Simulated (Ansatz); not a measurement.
Runs of Ansatz 0.2.0 on P. The structure is trigonal, space group R-3m (No. 166). Conventional cell: a = 3.451 Å, b = 3.451 Å, c = 9.389 Å, α = 90.00°, β = 90.00°, γ = 120.00°. Around P (site symmetry 3m) lie 3 P at 2.29 Å. This isn't the form of P at room conditions, which is orthorhombic.

```tsv
potentials or basis	cell	cutoff (eV)	basis error allowed	pressure (GPa)	largest force (eV/Å)
all-electron PAW datasets made for the crystal	as given	240	-	-1.8	0.26
all-electron LAPW, scalar-relativistic	as given	220	0.001 eV/atom	-1.8	0.26
all-electron LAPW, scalar-relativistic	strain_z_fixed_volume = 0	220	0.001 eV/atom	-1.8	0.26
all-electron LAPW, non-relativistic	as given	220	0.001 eV/atom	(a)	0.25
```

Alike in all rows: task band structure; level PBEsol; no spin polarisation; k mesh 9 × 9 × 9; smearing fermi-dirac 0.05 eV.

Problem. Estimate the missing entries.

Solution. (a) -2.0.

The runs don't all hold the same shells in valence.
